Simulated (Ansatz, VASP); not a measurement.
**Si: VASP beside Ansatz**

File INCAR:

```
ALGO     = Normal         # electronic algorithm
DIPOL    = 0.5 0.5 0.413
EDIFF    = 1E-7           # SCF threshold, eV
ENCUT    = 520            # plane-wave cutoff, eV
GGA      = PE             # functional
IDIPOL   = 3            
ISIF     = 2              # what is computed and relaxed
ISMEAR   = 0              # smearing method
IVDW     = 12             # dispersion correction
LASPH    = True           # aspherical terms in the spheres
LCHARG   = False          # write CHGCAR
LDIPOL   = True         
LREAL    = False          # projectors in reciprocal space
LWAVE    = False          # write WAVECAR
NBANDS   = 16             # bands
NELM     = 100            # most SCF steps
PREC     = Accurate       # precision mode
SIGMA    = 0.1            # smearing width, eV
```

File KPOINTS:

```
k-points
0
Gamma
  9 9 1
```

POSCAR

```
Si
1.0
    3.8472023583      0.0000000000      0.0000000000
   -1.9236011791      3.3317749758      0.0000000000
    0.0000000000      0.0000000000     18.4446971457
Si
4
Direct
    0.3333333333      0.6666666667      0.2695814701
    0.6666666667      0.3333333333      0.2439725610
    0.7777777778      0.2222222222      0.5825358400
    1.1111111111     -0.1111111111      0.5569269309
```

Input for Ansatz:

```yaml
crystal:
  lattice:
    - [3.8472023583, 0.0, 0.0]
    - [-1.9236011791, 3.3317749758, 0.0]
    - [0.0, 0.0, 18.4446971457]
  atoms:
    - { symbol: Si, position: [0.3333333333, 0.6666666667, 0.2695814701] }
    - { symbol: Si, position: [0.6666666667, 0.3333333333, 0.243972561] }
    - { symbol: Si, position: [0.7777777778, 0.2222222222, 0.58253584] }
    - { symbol: Si, position: [1.1111111111, -0.1111111111, 0.5569269309] }
basis:
  ecutwfc: 420
kpoints:
  mp_grid: { grid: [9, 9, 1] }
hamiltonian:
  xc: pbe
  dispersion: d3bj
scf:
  occupations: { method: gaussian, width: 0.1 }
output:
  forces: true
  eigenvalues: true
efield:
  axis: 3
  dipole_correction: true
  ramp_width: 0.04
```

Alike in both runs: task single point; functional PBE; dispersion D3(BJ); k mesh 9 × 9 × 1; occupations gaussian, width 0.1 eV; no spin polarisation.

```csv
,VASP,Ansatz
version,VASP 6.6.1,Ansatz 0.2.0
potentials or method,"VASP PAW PBE potentials, release 64 (Si)","scalar-relativistic, plane waves, PAW"
plane-wave cutoff (eV),520,420
valence electrons in the cell,16,16
```

|  | VASP | Ansatz | Ansatz less VASP |
| --- | --- | --- | --- |
| gap on the k mesh at the Fermi level (eV) | 0.04 | 0.04 | 0.000 |
| least direct gap on the mesh (eV) | 0.04 | 0.04 | 0.000 |
| rms of the force components (eV/Å) | 0.018 | 0.019 | +0.0010 |

Atom by atom the forces differ by 0.004 eV/Å (rms over components).
